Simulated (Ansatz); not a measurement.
A plane-wave DFT run in Ansatz 0.2.0 (scalar-relativistic PAW potentials unless the input names others): input and command.

```yaml
crystal:
  lattice:
    - [1.2442985526, 0.7183961043, 3.2240992006]
    - [-1.2442985526, 0.7183961043, 3.2240992006]
    - [0.0, -1.4367922086, 3.2240992005]
  atoms:
    - { symbol: B, position: [0.9997405139, 0.9997405139, 0.9997405139] }
    - { symbol: "N", position: [0.3326924861, 0.3326924861, 0.3326924861] }
basis:
  xc_grid: 3
kpoints:
  mp_grid: { grid: [12, 12, 12] }
hamiltonian:
  xc: lda
  pseudopotentials: { kind: paw, source: ansatz }
scf:
  occupations: { method: fixed }
output:
  forces: true
  eigenvalues: true
  stress: true
relax:
  adjacent_minimum: "off"
  f_tol: 0.001
  max_steps: 60
  cell: { stress_tol: 0.02, p_target: 6.0 }
```

```bash
ansatz run input.yaml --threads 1 --pin off --max-ram 3072MiB --backend cpu --events-out ev --progress --plain --runs-dir out
```

Abridged log:
```
Basis set: ecut = 870 eV, 987 PW (Γ), FFT grids on a1−a3, a2−a3, a3, exchange–correlation on 72×72×108 points (27 copies of the dense FFT grid, shifted against one another)
Bands: 8, of which v1, the nominal top of the filled ones, is band 4 counted from 1 (3 counted from 0)
Symmetry: 6 space group operations
k-points: 189 of 1728 (time reversal used)
SCF iter   1: F=—  HF=-527.749366 eV  |F-HF|=—  |Δ(HF+E_count)|=         —  Δρ=1.59e-1  dr2=4.00e0  ethr=3.10e-3  ⟨swp⟩=5.7  Hψ=10694  notcnv=0  defer=362
SCF iter   2: F=—  HF=-526.487830 eV  |F-HF|=—  |Δ(HF+E_count)|=    1.26e0  Δρ=7.02e-2  dr2=4.68e-1  ethr=3.10e-3  ⟨swp⟩=3.0  Hψ=4800  notcnv=0  defer=370
SCF iter   3: F=—  HF=-526.349889 eV  |F-HF|=—  |Δ(HF+E_count)|=   1.38e-1  Δρ=2.28e-2  dr2=5.33e-2  ethr=3.10e-3  ⟨swp⟩=2.7  Hψ=3274  notcnv=0  defer=356
SCF iter   4: F=—  HF=-526.339018 eV  |F-HF|=—  |Δ(HF+E_count)|=   1.09e-2  Δρ=9.28e-3  dr2=8.63e-3  ethr=6.66e-4  ⟨swp⟩=1.6  Hψ=2334  notcnv=0  defer=358
SCF iter   5: F=—  HF=-526.337214 eV  |F-HF|=—  |Δ(HF+E_count)|=   1.80e-3  Δρ=1.57e-3  dr2=2.51e-4  ethr=1.08e-4  ⟨swp⟩=3.1  Hψ=2664  notcnv=0  defer=371
SCF iter   6: F=—  HF=-526.337176 eV  |F-HF|=—  |Δ(HF+E_count)|=   3.83e-5  Δρ=1.93e-4  dr2=3.89e-6  ethr=3.14e-6  ⟨swp⟩=2.3  Hψ=2299  notcnv=0  defer=359
SCF iter   7: F=—  HF=-526.337175 eV  |F-HF|=—  |Δ(HF+E_count)|=   1.49e-6  Δρ=9.83e-6  dr2=1.06e-8  ethr=1.25e-9  ⟨swp⟩=6.1  Hψ=10329  notcnv=0
SCF iter   8: F=-526.337175 eV  HF=-526.337175 eV  |F-HF|=6.59e-11  |Δ(HF+E_count)|=   2.61e-9  Δρ=7.24e-7  dr2=9.30e-11  ethr=1.32e-10  ⟨swp⟩=2.0  Hψ=5001  notcnv=0
SCF 1 converged in 8 iterations: F = -526.337175 eV  dr2 = 9.30e-11
relax step   1: F+E_penalty+E_count = -526.33717457 eV  Δ(F+E_penalty+E_count) = +0.000e0 eV  max|allowed force component| = 2.118e-4 eV/Å  Δτ_max = 0.0000 Å  P = +0.076 GPa  Ω = 17.292 Å³  (8 SCF iters, dr2 threshold 1.00e-7 eV, accepted)
Crystal: 2 atoms, lattice volume = 16.346 Å³
Basis set: ecut = 870 eV, 945 PW (Γ), FFT grids on a1−a3, a2−a3, a3, exchange–correlation on 72×72×108 points (27 copies of the dense FFT grid, shifted against one another)
Initial density: handed on by an earlier stage of this run
Initial wavefunctions: those handed on with the density
   ...
SCF iter   2: F=—  HF=-526.308981 eV  |F-HF|=—  |Δ(HF+E_count)|=   1.24e-8  Δρ=6.63e-6  dr2=3.60e-9  ethr=4.51e-10  ⟨swp⟩=2.5  Hψ=2172  notcnv=0
SCF iter   3: F=—  HF=-526.308981 eV  |F-HF|=—  |Δ(HF+E_count)|=  9.50e-10  Δρ=2.46e-6  dr2=4.58e-10  ethr=4.50e-11  ⟨swp⟩=2.6  Hψ=2361  notcnv=0
SCF iter   4: F=-526.308981 eV  HF=-526.308981 eV  |F-HF|=3.41e-12  |Δ(HF+E_count)|=  7.82e-11  Δρ=6.41e-7  dr2=1.56e-11  ethr=1.03e-12  ⟨swp⟩=5.9  Hψ=8092  notcnv=0
SCF 6 converged in 4 iterations: F = -526.308981 eV  dr2 = 1.56e-11
relax step   6: F+E_penalty+E_count = -526.30898137 eV  Δ(F+E_penalty+E_count) = +4.814e-5 eV  max|allowed force component| = 2.035e-5 eV/Å  Δτ_max = 0.0000 Å  P = +6.000 GPa  Ω = 15.422 Å³  energy of the carried Pulay correction = +5.716e-4 eV  (4 SCF iters, dr2 threshold 8.25e-11 eV, accepted)
Basis set: ecut = 870 eV, 907 PW (Γ), FFT grids on a1−a3, a2−a3, a3, exchange–correlation on 72×72×96 points (27 copies of the dense FFT grid, shifted against one another)
Initial wavefunctions: pseudopotential atomic-orbital guess (no wavefunctions were taken with the density)
SCF iter   1: F=—  HF=-526.308607 eV  |F-HF|=—  |Δ(HF+E_count)|=         —  Δρ=1.28e-4  dr2=9.50e-8  ethr=2.72e-8  ⟨swp⟩=3.4  Hψ=15032  notcnv=0  defer=371
SCF iter   2: F=—  HF=-526.308608 eV  |F-HF|=—  |Δ(HF+E_count)|=   9.98e-8  Δρ=6.42e-5  dr2=2.38e-8  ethr=1.19e-9  ⟨swp⟩=1.1  Hψ=1548  notcnv=0  defer=315
SCF iter   3: F=—  HF=-526.308608 eV  |F-HF|=—  |Δ(HF+E_count)|=   9.74e-8  Δρ=2.74e-6  dr2=9.12e-10  ethr=2.98e-10  ⟨swp⟩=1.0  Hψ=1525  notcnv=0  defer=315
SCF iter   4: F=—  HF=-526.308608 eV  |F-HF|=—  |Δ(HF+E_count)|=  2.95e-10  Δρ=2.78e-7  dr2=2.08e-12  ethr=1.14e-11  ⟨swp⟩=2.3  Hψ=2255  notcnv=0  defer=315
SCF iter   5: F=-526.308608 eV  HF=-526.308608 eV  |F-HF|=1.14e-13  |Δ(HF+E_count)|=    0.00e0  Δρ=9.31e-8  dr2=1.89e-13  ethr=1.00e-12  ⟨swp⟩=7.1  Hψ=9293  notcnv=0
SCF 7 converged in 5 iterations: F = -526.308608 eV  dr2 = 1.89e-13
SCF converged after 5 iterations
Free energy (F): -526.308608 eV
Harris-Foulkes:  -526.308608 eV  (|F-HF|=1.14e-13)
Internal energy: -526.308608 eV  (E = F + TS)
E sigma→0 (E₀):  -526.308608 eV
Fermi energy:    6.294814 eV
--- Forces (eV/Å), atoms counted from 1 ---
  atom   1  B      0.00000000     0.00000000     0.00002836
  atom   2  N      0.00000000     0.00000000    -0.00002831
--- Stress (GPa, compression-positive) ---
        5.991229       0.000000       0.000000
        0.000000       5.991229       0.000000
        0.000000       0.000000       5.980139
  P = ⅓ Tr σ = 5.9875 GPa (59.875 kbar)
--- Relaxed structure (6 steps of the walk, 6 accepted, 1 SCFs on fresh bases) ---
  F+E_penalty+E_count = -526.30860763 eV   max|allowed force component| = 2.833e-5 eV/Å   (the final SCF, on the basis selected at the relaxed cell)
  cell:  # Å, volume = 15.4216 Å³
    - [1.23887313, 0.71526373, 2.90058390]
    - [-1.23887313, 0.71526373, 2.90058390]
    - [0.0, -1.43052747, 2.90058390]
  atoms:
    - { symbol: B, position: [1.00022410, 1.00022410, 1.00022410] }
    - { symbol: N, position: [0.33220889, 0.33220889, 0.33220889] }
```

Apart from outputs and empty bands, the input differs from a reference run on usual settings in basis.xc_grid: not typed → 3; hamiltonian.pseudopotentials: not typed → {"kind": "paw", "source": "ansatz"}; basis.ecutwfc: 420 → not typed. The reference, at the same start, ended its own course with a relaxed volume of 7.71 Å³/atom, pressure 5.99 GPa, largest force 0.000 eV/Å, gap on the mesh 3.70 eV. This run converged in 37 SCF iterations over all its steps (reference: 53) with a total energy on another zero, a relaxed volume of 7.71 Å³/atom, pressure 5.99 GPa, largest force 0.000 eV/Å, gap on the mesh 3.69 eV.

Time: 31 s on 1 thread of Intel(R) Xeon(R) 6975P-C (Granite Rapids), with other jobs on the host, peak memory 0.47 GiB.